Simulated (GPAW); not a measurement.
Crystal: ZrSe2.

```xyz
3
Lattice="3.7980 0.0000 0.0000 -1.8990 3.2892 0.0000 0.0000 0.0000 6.1920" Properties=species:S:1:pos:R:3 pbc="T T T"
Zr    0.0000    0.0000    0.0000
Se    1.8990    1.0964    4.6440
Se    0.0000    2.1928    1.5480
```

| Property | Result |
| --- | --- |
| Program | GPAW 26.7.0 |
| Task | relaxation of cell and atoms |
| Functional | RPBE |
| Dispersion | D3(BJ) |
| Potentials or basis | the program's PAW data sets (release 1.2.1) made for this functional |
| Cutoff | 600 eV |
| Basis | pw |
| k mesh | 8 × 8 × 5 |
| Occupations | fermi-dirac, width 0.05 eV |
| Spin | no spin polarisation |

At the start: pressure -10.2 GPa; volume 25.78 Å³/atom.

**Question.** Where does the relaxation end?

**Answer.** Over 10 steps the energy falls by 332.8 meV/atom and the volume is 18.13 Å³/atom (-29.7 %); space group P-3m1 (No. 164, to 0.05 Å).

Step by step:
```tsv
step	energy change (eV)	largest force (eV/Å)	pressure (GPa)	volume (Å³)
1	0.0000	0.2674	-10.16	77.35
2	-0.1131	0.0329	-8.50	75.57
3	-0.3607	1.5337	1.00	67.55
4	-0.4189	1.4330	0.57	66.90
5	-0.8367	0.6199	-1.08	58.57
6	-0.8888	0.0460	-1.41	53.98
7	-0.9005	0.1079	-1.25	54.26
8	-0.9881	0.3317	0.25	55.39
9	-0.9976	0.0843	0.60	54.21
10	-0.9984	0.0170	0.13	54.39
```

Final structure:
```
Zr Se
1.0
     3.33365    0.00000    0.00000
    -1.66683    2.88703    0.00000
     0.00000    0.00000    5.65125
Zr Se
1 2
Direct
  0.00000 0.00000 0.00000
  0.66667 0.33333 0.69472
  0.33333 0.66667 0.30528
```

Caveat: later steps reuse the first step's grids; the volume moved by over 15 % at a fixed basis, so the end points are rough; the volume moved by -30 % from the deposited cell, more than functionals usually miss.
